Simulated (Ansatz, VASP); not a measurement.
**Sn in VASP and in Ansatz**

INCAR

```
SYSTEM = Sn
ALGO = Fast
EDIFF = 1E-7
ENCUT = 520
GGA = PS
ISIF = 2
ISMEAR = -1
LASPH = .True.
LCHARG = .False.
LREAL = .False.
LWAVE = .False.
NBANDS = 21
NELM = 100
PREC = Accurate
SIGMA = 0.05
```

File KPOINTS:

```
k-points
0
Gamma
  9 9 9
  0 0 0
```

The input POSCAR:

```
Sn
1.0
   -2.9788309508      2.9788309508      1.6203478496
    2.9788309508     -2.9788309508      1.6203478496
    2.9788309508      2.9788309508     -1.6203478496
Sn
2
Direct
    0.0000000000      0.0000000000      0.0000000000
    0.7500000000      0.2500000000      0.5000000000
```

Contents of input.yaml:

```yaml
crystal:
  lattice:
    - [-2.9788309508, 2.9788309508, 1.6203478496]
    - [2.9788309508, -2.9788309508, 1.6203478496]
    - [2.9788309508, 2.9788309508, -1.6203478496]
  atoms:
    - { symbol: Sn, position: [0.0, 0.0, 0.0] }
    - { symbol: Sn, position: [0.75, 0.25, 0.5] }
kpoints:
  mp_grid: { grid: [9, 9, 9] }
scf:
  occupations: { method: fermi_dirac, width: 0.05 }
hamiltonian:
  xc: pbesol
  pseudopotentials: { kind: all_electron, lapw: { basis_error: 0.0005 } }
output:
  forces: true
  stress: true
  eigenvalues: true
```

Change from the starting cell: volume scaled by 1.04.

Alike in both runs: task single point; functional PBEsol; k mesh 9 × 9 × 9; occupations fermi-dirac, width 0.05 eV; no spin polarisation.

```csv
,VASP,Ansatz
version,VASP 6.6.1,Ansatz 0.2.0
potentials or method,"VASP PAW PBE potentials, release 64 (Sn_d)","all-electron LAPW, scalar-relativistic"
plane-wave cutoff (eV),520,see its input
```

Ansatz gave:

```
gap on the k mesh at the Fermi level (eV)       : none
pressure (GPa)                                  : -3.2
largest component of the traceless stress (GPa) : 0.17
```

Q: Which values does VASP return?

A: gap on the k mesh at the Fermi level (eV): none; pressure (GPa): -3.3; largest component of the traceless stress (GPa): 0.17.

A gap of «none» marks a metal or a gap that the smearing closes. Ansatz ran all-electron here, so the differences hold the error of VASP's frozen core and of both bases.

Caveats: the PAW data sets were made with another functional, which shifts forces and pressure a little (VASP).
